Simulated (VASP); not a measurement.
# SbS₂: molecular dynamics at constant energy

SbS₂, I-42d (no. 122), 12 atoms in the cell. PBE, molecular dynamics; PAW potentials Sb, S (PBE set).

Ensemble: NVE; Starting temperature (K): 1600.

## Input

INCAR:
```
SYSTEM = SbS2
ALGO = Fast
ANDERSEN_PROB = 0.0
EDIFF = 1E-6
ENCUT = 260
GGA = PE
IBRION = 0
ISIF = 2
ISMEAR = -1
ISYM = 0
KPAR = 2
LASPH = .TRUE.
LCHARG = .FALSE.
LREAL = Auto
LWAVE = .FALSE.
MDALGO = 1
NELM = 60
NELMIN = 4
NSW = 60
POTIM = 2.0
PREC = Normal
RANDOM_SEED = 912533 0 0
SIGMA = 0.069
TEBEG = 1600
```

KPOINTS:
```
k-points
0
Monkhorst-Pack
  2 2 1
```

POSCAR:
```
SbS2
1.0
    6.0614300000      0.0000000000      0.0000000000
    0.0000000000      6.0614300000      0.0000000000
    0.0000000000      0.0000000000     11.5951940000
Sb S
4 8
Direct
    0.0000000000      0.0000000000      0.0000000000
    0.0000000000      0.5000000000      0.2500000000
    0.5000000000      0.5000000000      0.5000000000
    0.5000000000      0.0000000000      0.7500000000
    0.7500000000      0.2740290000      0.3750000000
    0.2259710000      0.2500000000      0.1250000000
    0.2500000000      0.7259710000      0.3750000000
    0.7740290000      0.7500000000      0.1250000000
    0.2500000000      0.7740290000      0.8750000000
    0.7259710000      0.7500000000      0.6250000000
    0.7500000000      0.2259710000      0.8750000000
    0.2740290000      0.2500000000      0.6250000000
```

Commands:
```
cat potpaw_PBE.64/Sb/POTCAR potpaw_PBE.64/S/POTCAR > POTCAR
mpirun -np 2 vasp_std > vasp.out
```

## Result

- Spread of the conserved energy (meV/atom): 0.13
- Rise of the mean potential energy above the start (meV/atom): 32.9
- Mean temperature (K): 1322
- Electronic steps per ionic step after the first: 6.5

Course of the run:

| Time (fs) | Temperature (K) | Potential energy less the first (meV/atom) | Conserved energy less the first (meV/atom) |
|---|---|---|---|
| 2 | 1599 | 0.0 | 0.00 |
| 12 | 1546 | 6.3 | -0.02 |
| 20 | 1451 | 17.5 | -0.01 |
| 30 | 1354 | 29.1 | 0.02 |
| 38 | 1377 | 26.4 | 0.00 |
| 48 | 1486 | 13.4 | -0.07 |
| 56 | 1504 | 11.3 | -0.07 |
| 66 | 1422 | 21.0 | -0.02 |
| 74 | 1338 | 30.9 | 0.00 |
| 84 | 1215 | 45.6 | 0.03 |
| 92 | 1112 | 57.8 | 0.05 |
| 102 | 1019 | 68.8 | 0.03 |
| 110 | 999 | 71.1 | 0.04 |
| 120 | 1134 | 55.2 | 0.01 |

REPORT:
```
MDALGO =   1
         ANDERSEN_PROB =  0.00000000
               SCALING =       0
                 CNEXP =     9.000   14.000
           RANDOM_SEED =            912533                0                0

   original number of atomic DOF:         33
   number of independent constraints:      0
   number of active DOF:                  33

========================================
         MD step No.       1
========================================

  Atomic velocities initialized by STEP_tb

  >Energies
                    E_tot             E_pot             E_kin               EPS                ES
   e_b>   -0.45762191E+02   -0.48036165E+02    0.22739748E+01    0.00000000E+00    0.00000000E+00

  >Temperature
               T_sim     T_inst
   tmprt>   1600.000   1599.286

  >Thermostat, num. of collisions:                0

           RANDOM_SEED =            912533              144                0

[... steps left out ...]

========================================
         MD step No.      60
========================================

  >Energies
                    E_tot             E_pot             E_kin               EPS                ES
   e_b>   -0.45762085E+02   -0.47374268E+02    0.16121825E+01    0.00000000E+00    0.00000000E+00

  >Temperature
               T_sim     T_inst
   tmprt>   1600.000   1133.848

  >Thermostat, num. of collisions:                0

           RANDOM_SEED =            912533             4392                0
```

OSZICAR:
```
N       E                     dE             d eps       ncg     rms          rms(c)
DAV:   1     0.313318631286E+03    0.31332E+03   -0.17683E+04   164   0.762E+02
DAV:   2    -0.153599551710E+02   -0.32868E+03   -0.32332E+03   199   0.189E+02
DAV:   3    -0.501661711736E+02   -0.34806E+02   -0.34307E+02   198   0.673E+01
DAV:   4    -0.513474011249E+02   -0.11812E+01   -0.11747E+01   224   0.132E+01
DAV:   5    -0.513703884126E+02   -0.22987E-01   -0.22963E-01   200   0.196E+00    0.184E+01
RMM:   6    -0.479810992459E+02    0.33893E+01   -0.77710E+00   164   0.747E+00    0.117E+01
RMM:   7    -0.482269348519E+02   -0.24584E+00   -0.68530E+00   164   0.647E+00    0.435E+00
RMM:   8    -0.480384167097E+02    0.18852E+00   -0.15165E+00   164   0.413E+00    0.126E+00
RMM:   9    -0.480313360355E+02    0.70807E-02   -0.15507E-01   169   0.165E+00    0.624E-01
RMM:  10    -0.480391297473E+02   -0.77937E-02   -0.75327E-02   210   0.687E-01    0.592E-01
RMM:  11    -0.480377819854E+02    0.13478E-02   -0.44927E-03   175   0.255E-01    0.514E-01
RMM:  12    -0.480361373647E+02    0.16446E-02   -0.17680E-02   182   0.361E-01    0.127E-01
[... left out ...]
[... last step whole ...]
       N       E                     dE             d eps       ncg     rms          rms(c)
DAV:   1    -0.473740129300E+02   -0.62022E-01   -0.14742E-02   311   0.202E+00    0.558E-02
RMM:   2    -0.473742255221E+02   -0.21259E-03   -0.22271E-03   164   0.189E-01    0.567E-02
RMM:   3    -0.473742598445E+02   -0.34322E-04   -0.35136E-04   184   0.714E-02    0.575E-02
RMM:   4    -0.473742659317E+02   -0.60872E-05   -0.83422E-05   205   0.321E-02    0.369E-02
RMM:   5    -0.473742676195E+02   -0.16878E-05   -0.28975E-05   175   0.185E-02    0.204E-02
RMM:   6    -0.473742677994E+02   -0.17991E-06   -0.60163E-06   131   0.932E-03
     60 T=  1134. E= -.45762085E+02 F= -.47374268E+02 E0= -.47348832E+02  EK= 0.16122E+01 SP= 0.00E+00 SK= 0.00E+00
```

Limits: 120 fs of 12 atoms are too short for converged averages.

VASP 6.6.1 took 347 s on 2 cores (Intel Xeon Platinum 8259CL @ 2.50GHz (Skylake/Cascade Lake)), a shared host.
